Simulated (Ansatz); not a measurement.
# HgSe: electron localisation function with exchange-only PBE+D3(BJ)

Crystal: HgSe.

```
CELL_PARAMETERS angstrom
0.00000 2.82116 2.82116
2.82116 0.00000 2.82116
2.82116 2.82116 0.00000
ATOMIC_POSITIONS crystal
Hg 0.00000 0.00000 0.00000
Se 0.25000 0.25000 0.25000
```

The cell isn't the ideal one: volume scaled by 0.8.

```json
{
 "Program": "Ansatz 0.2.0",
 "Task": "electron localisation function",
 "Functional": "exchange-only PBE",
 "Dispersion": "D3(BJ)",
 "Potentials or basis": "Ansatz NC",
 "Cutoff": "1170 eV",
 "Density cutoff": "4680 eV",
 "k mesh": "8 × 8 × 8",
 "Occupations": "fermi-dirac, width 0.05 eV",
 "Spin": "no spin polarisation",
 "Driver": "chain"
}
```

```
Pressure               : 39.4 GPa
Band gap on the k mesh : none (metal or under the smearing width)
```

Levels at points of the mesh, in eV from the Fermi level:
```csv
k point,band 14,band 15,band 16,band 17,band 18,band 19,band 20,band 21,band 22
"(0.00, 0.00, 0.00)",-7.65,-7.65,-0.72,-0.04,-0.04,-0.04,5.11,5.11,5.11
"(0.00, 0.00, -0.50)",-7.57,-7.38,-7.10,-1.53,-1.53,1.07,6.10,6.10,7.37
"(0.00, -0.50, -0.50)",-7.45,-7.08,-6.33,-3.46,-3.46,2.54,2.82,9.15,10.91
```

Wall time 7.2 s on 2 threads of Arm Neoverse V1, with other jobs on the host, peak memory 0.49 GiB.

Caveat: the potentials were made for another functional, which shifts forces and pressure; pairwise dispersion overbinds metals, which lowers pressure and volume; the dispersion damping was fitted for another functional or another form of the correction. Spin-orbit coupling is left out, which matters for the levels of Hg.
